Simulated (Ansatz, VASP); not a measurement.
One calculation of SrO, two programs

```
CELL_PARAMETERS angstrom
0.00000 2.56630 2.56630
2.56630 0.00000 2.56630
2.56630 2.56630 0.00000
ATOMIC_POSITIONS crystal
Sr 0.50000 0.50000 0.50000
O 0.00000 0.00000 0.00000
```

Alike in both runs: task band structure; functional RPBE; k mesh 9 × 9 × 9; occupations fermi-dirac, width 0.05 eV; no spin polarisation.

|  | VASP | Ansatz |
| --- | --- | --- |
| version | VASP 6.6.1 | Ansatz 0.2.0 |
| potentials or method | VASP PAW PBE potentials, release 64 (Sr_sv, O) | Ansatz PAW |
| plane-wave cutoff (eV) | 520 | 420 |
| valence electrons in the cell | 16 | 16 |

```csv
,VASP,Ansatz,Ansatz less VASP
gap on the k mesh at the Fermi level (eV),3.44,3.49,+0.051
least direct gap on the mesh (eV),3.53,3.57,+0.040
gap along the band path (eV),3.38,3.43,+0.051
pressure (GPa),7.0,6.4,-0.61
```

Caveats: the PAW data sets were made with another functional, which shifts forces and pressure a little (VASP); the k mesh misses the band edges, so the gap on the mesh is wider than the one along the path (Ansatz); the pressure holds a Pulay correction of +0.3 GPa for the finite cutoff (Ansatz); the PAW data sets come from PBE, with cores solved anew for the run's functional, which leaves a small shift of forces and pressure (Ansatz). As with any semilocal functional, this RPBE gap is likely too small.
